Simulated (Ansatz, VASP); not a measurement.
# BN in VASP and in Ansatz

The input INCAR:

```
SYSTEM = BN
ALGO = Normal
EDIFF = 1E-7
EDIFFG = -0.005
ENCUT = 600
GGA = PE
IBRION = 2
ISIF = 3
ISMEAR = 0
LASPH = .True.
LCHARG = .False.
LREAL = .False.
LWAVE = .False.
NELM = 100
NSW = 100
PREC = Accurate
SIGMA = 0.02
```

Contents of KPOINTS:

```
k-points
0
Gamma
  12 12 12
  0 0 0
```

File POSCAR:

```
BN
1.0
    0.0000000000      1.8075000000      1.8075000000
    1.8075000000      0.0000000000      1.8075000000
    1.8075000000      1.8075000000      0.0000000000
B N
1 1
Direct
    0.0000000000      0.0000000000      0.0000000000
    0.7500000000      0.7500000000      0.7500000000
```

Input for Ansatz:

```yaml
crystal:
  lattice:
    - [0.0, 1.8075, 1.8075]
    - [1.8075, 0.0, 1.8075]
    - [1.8075, 1.8075, 0.0]
  atoms:
    - { symbol: B, position: [0.0, 0.0, 0.0] }
    - { symbol: "N", position: [0.75, 0.75, 0.75] }
basis:
  ecutwfc: 420
kpoints:
  mp_grid: { grid: [12, 12, 12] }
hamiltonian:
  xc: pbe
scf:
  occupations: { method: gaussian, width: 0.02 }
output:
  forces: true
  stress: true
  eigenvalues: true
  write_density: true
  write_potential: true
  elf: true
  volumetric_format: npy
relax:
  adjacent_minimum: "off"
  f_tol: 0.005
  max_steps: 80
  cell: { stress_tol: 0.05 }
```

Alike in both runs: task relaxation of cell and atoms; functional PBE; k mesh 12 × 12 × 12; occupations gaussian, width 0.02 eV; no spin polarisation.

|  | VASP | Ansatz |
| --- | --- | --- |
| version | VASP 6.6.1 | Ansatz 0.2.0 |
| potentials or method | VASP PAW PBE potentials, release 64 (B, N) | scalar-relativistic, plane waves, PAW |
| plane-wave cutoff (eV) | 600 | 420 |
| valence electrons in the cell | 8 | 8 |

```tsv
	VASP	Ansatz	Ansatz less VASP
gap on the k mesh at the Fermi level, each at its own relaxed structure (eV)	4.45	4.46	+0.012
relaxed volume (Å³/atom)	5.95	5.95	0.000
relaxed cell length with the largest relative difference (Å)	2.563	2.563	+0.0001
```

A k mesh can miss the band edges. As with any semilocal functional, this PBE gap is likely too small. PBE usually gives volumes a little too large and moduli too small.
